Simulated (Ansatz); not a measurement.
Input and command of a plane-wave DFT calculation in Ansatz:

```yaml
crystal:
  lattice:
    - [1.5601972548, 0.900780305, 5.8413921014]
    - [-1.5601972548, 0.900780305, 5.8413921014]
    - [0.0, -1.8015606101, 5.8413921014]
  atoms:
    - { symbol: W, position: [0.9457445829, 1.0137270235, 1.0386103238] }
    - { symbol: S, position: [0.7554860797, 0.7554860797, 0.7554860797] }
    - { symbol: S, position: [0.5764532769, 0.5764532769, 0.5764532769] }
basis:
  ecutwfc: 420
kpoints:
  mp_grid: { grid: [12, 12, 12] }
hamiltonian:
  xc: pbesol
  dispersion: d3bj
scf:
  occupations: { method: gaussian, width: 0.05 }
output:
  forces: true
  stress: true
  eigenvalues: true
```

```bash
ansatz run input.yaml --threads 1 --pin off --max-ram 2560MiB --backend cpu --events-out ev --progress --plain --runs-dir out
```

Processor: AMD EPYC 7R43 64-Core Processor (Zen 3), 1 thread, on a host shared with other jobs.

Q: Estimate time, memory and problem size.

A: About 59 s on 1 thread of AMD EPYC 7R43 64-Core Processor (Zen 3), on a shared host, peak memory 0.99 GiB. It solves 17 bands at 868 k points (the mesh reduced by symmetry) with about 973 plane waves, in 6 SCF iterations.
